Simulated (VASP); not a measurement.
These are PBEsol GGA, VASP's PBE PAW potentials (set 64) (plane waves; VASP 6.6.1) values and carry that method's errors.

Input for VASP

### POSCAR
```
CaF2
1.0
  0.0000000000   2.7137071616   2.7137071616
  2.7137071616   0.0000000000   2.7137071616
  2.7137071616   2.7137071616   0.0000000000
Ca F
1 2
direct
  0.0000000000   0.0000000000   0.0000000000
  0.2500000000   0.2500000000   0.2500000000
  0.7500000000   0.7500000000   0.7500000000
```

KPOINTS:
```
Automatic mesh
0
Gamma
6 6 6
0 0 0
```

**INCAR**
```
SYSTEM = CaF2
PREC = Accurate
ENCUT = 600
EDIFF = 1E-7
NELM = 100
ALGO = Normal
LREAL = .FALSE.
LASPH = .TRUE.
ISMEAR = 0
SIGMA = 0.05
GGA = PS
LWAVE = .FALSE.
LCHARG = .FALSE.
ISIF = 2
```

POTCAR, in this order: Ca_sv F (PBE.64 set). Program: vasp_std.

Output of the run:

File OUTCAR:
```
 ion  position               nearest neighbor table
   1  0.000  0.000  0.000-   3 2.35   3 2.35   3 2.35   2 2.35   3 2.35   2 2.35   2 2.35   2 2.35
  LATTYP: Found a face centered cubic cell.
 ALAT       =     5.4274143232
 Subroutine PRICEL returns:
 Original cell was already a primitive cell.
 Subroutine GETGRP returns: Found 48 space group operations
The static configuration has the point symmetry O_h .
The dynamic configuration has the point symmetry O_h .
 Subroutine INISYM returns: Found 48 space group operations
 Subroutine IBZKPT returns following result:
 Found     16 irreducible k-points:

 Following reciprocal coordinates:
            Coordinates               Weight
  0.000000  0.000000  0.000000      1.000000
  0.166667  0.000000  0.000000      8.000000
  0.333333  0.000000  0.000000      8.000000
  0.500000  0.000000  0.000000      4.000000
  0.166667  0.166667  0.000000      6.000000
  0.333333  0.166667  0.000000     24.000000
  0.500000  0.166667  0.000000     24.000000
 -0.333333  0.166667  0.000000     24.000000
 -0.166667  0.166667  0.000000     12.000000
  0.333333  0.333333  0.000000      6.000000
  0.500000  0.333333  0.000000     24.000000
 -0.333333  0.333333  0.000000     12.000000
  0.500000  0.500000  0.000000      3.000000
  0.500000  0.333333  0.166667     24.000000
 -0.333333  0.333333  0.166667     24.000000
 -0.333333  0.500000  0.166667     12.000000
   k-points           NKPTS =     16   k-points in BZ     NKDIM =     16   number of bands    NBANDS=     16
   number of dos      NEDOS =    301   number of ions     NIONS =      3
   total plane-waves  NPLWV =  32768
   dimension x,y,z NGX =    32 NGY =   32 NGZ =   32
   dimension x,y,z NGXF=    64 NGYF=   64 NGZF=   64
   ions per type =               1   2
   PREC   = accura    normal or accurate (medium, high low for compatibility)
   ISTART =      0    job   : 0-new  1-cont  2-samecut
   ICHARG =      2    charge: 1-file 2-atom 10-const
...
```

File OSZICAR:
```
       N       E                     dE             d eps       ncg     rms          rms(c)
DAV:   1     0.233197995001E+03    0.23320E+03   -0.14906E+04   512   0.171E+03
DAV:   2    -0.853181645204E+01   -0.24173E+03   -0.23615E+03   640   0.404E+02
DAV:   3    -0.186613483685E+02   -0.10130E+02   -0.10121E+02   616   0.935E+01
DAV:   4    -0.189814212299E+02   -0.32007E+00   -0.31996E+00   824   0.126E+01
DAV:   5    -0.189857020338E+02   -0.42808E-02   -0.42808E-02   608   0.145E+00    0.737E+00
DAV:   6    -0.179025769627E+02    0.10831E+01   -0.58187E+00   536   0.174E+01    0.308E+00
DAV:   7    -0.178918745168E+02    0.10702E-01   -0.16152E-01   688   0.380E+00    0.162E+00
DAV:   8    -0.179003367403E+02   -0.84622E-02   -0.27403E-02   656   0.216E+00    0.188E-01
DAV:   9    -0.179040822174E+02   -0.37455E-02   -0.75134E-03   680   0.672E-01    0.140E-01
DAV:  10    -0.179048311047E+02   -0.74889E-03   -0.13348E-03   600   0.284E-01    0.293E-02
DAV:  11    -0.179048299064E+02    0.11983E-05   -0.10283E-04   680   0.879E-02    0.101E-02
DAV:  12    -0.179048367201E+02   -0.68137E-05   -0.19595E-05   616   0.354E-02    0.356E-03
DAV:  13    -0.179048368249E+02   -0.10482E-06   -0.30951E-06   752   0.136E-02    0.325E-03
DAV:  14    -0.179048364523E+02    0.37263E-06   -0.52662E-07   624   0.819E-03    0.460E-04
DAV:  15    -0.179048364663E+02   -0.14074E-07   -0.27238E-08   352   0.163E-03
   1 F= -.17904836E+02 E0= -.17904836E+02  d E =-.577475E-17
```

OUTCAR:
```
------------------------ aborting loop because EDIFF is reached ----------------------------------------
  FORCE on cell =-STRESS in cart. coord.  units (eV):
  Direction    XX          YY          ZZ          XY          YZ          ZX
  --------------------------------------------------------------------------------------
  Total       -0.0271311     -0.0271311     -0.0271311     -0.0000000     -0.0000000     -0.0000000
  in kB       -1.0875761     -1.0875761     -1.0875761     -0.0000000     -0.0000000     -0.0000000
  external PRESSURE =      -1.0875761 kB  Pullay stress =       0.0000000 kB
  volume of cell :       39.97
      direct lattice vectors                 reciprocal lattice vectors
     0.000000000  2.713707162  2.713707162    -0.184249799  0.184249799  0.184249799
     2.713707162  0.000000000  2.713707162     0.184249799 -0.184249799  0.184249799
     2.713707162  2.713707162  0.000000000     0.184249799  0.184249799 -0.184249799
 POSITION                                       TOTAL-FORCE (eV/Angst)
 -----------------------------------------------------------------------------------
      0.00000      0.00000      0.00000         0.000000      0.000000     -0.000000
      1.35685      1.35685      1.35685         0.000000      0.000000      0.000000
      4.07056      4.07056      4.07056        -0.000000     -0.000000     -0.000000
 -----------------------------------------------------------------------------------
    total drift:                                0.000000     -0.000000      0.000000
  FREE ENERGIE OF THE ION-ELECTRON SYSTEM (eV)
  ---------------------------------------------------
  free  energy   TOTEN  =       -17.9048364663 eV

  energy  without entropy=      -17.9048364663  energy(sigma->0) =      -17.90483647
```
(Selected blocks of OUTCAR.)

### OUTCAR
```
 val. band max:       -0.9827897992   @ k =   0.5000   0.5000   0.0000

 cond. band min:       6.2204858308   @ k =   0.0000   0.0000   0.0000


 Fermi energy:        -0.7006184273

 k-point     1 :       0.0000    0.0000    0.0000
  band No.  band energies     occupation
      1     -36.7031      2.00000
      2     -20.8532      2.00000
      3     -20.0334      2.00000
      4     -17.7277      2.00000
      5     -17.7277      2.00000
      6     -17.7277      2.00000
      7      -3.1895      2.00000
      8      -3.1895      2.00000
      9      -3.1895      2.00000
     10      -1.2447      2.00000
     11      -1.2447      2.00000
     12      -1.2447      2.00000
     13       6.2205      0.00000
     14       8.2103      0.00000
     15       8.2103      0.00000
     16      10.3923      0.00000

 k-point     2 :       0.1667    0.0000    0.0000
  band No.  band energies     occupation
      1     -36.6934      2.00000
      2     -20.9210      2.00000
      3     -20.1112      2.00000
      4     -17.7397      2.00000
      5     -17.7397      2.00000
      6     -17.6027      2.00000
      7      -3.0615      2.00000
      8      -3.0615      2.00000
      9      -2.9573      2.00000
     10      -1.5591      2.00000
     11      -1.3733      2.00000
     12      -1.3733      2.00000
     13       6.9068      0.00000
     14       8.2714      0.00000
     15       8.2714      0.00000
     16      10.1408      0.00000

 k-point     3 :       0.3333    0.0000    0.0000
  band No.  band energies     occupation
      1     -36.6739      2.00000
      2     -20.9924      2.00000
      3     -20.3364      2.00000
      4     -17.7633      2.00000
      5     -17.7633      2.00000
      6     -17.3384      2.00000
      7      -2.7653      2.00000
      8      -2.7653      2.00000
      9      -2.5102      2.00000
     10      -2.0716      2.00000
     11      -1.6580      2.00000
     12      -1.6580      2.00000
     13       8.1454      0.00000
...
```

The compound is CaF2 in the fluorite structure. It was relaxed first.
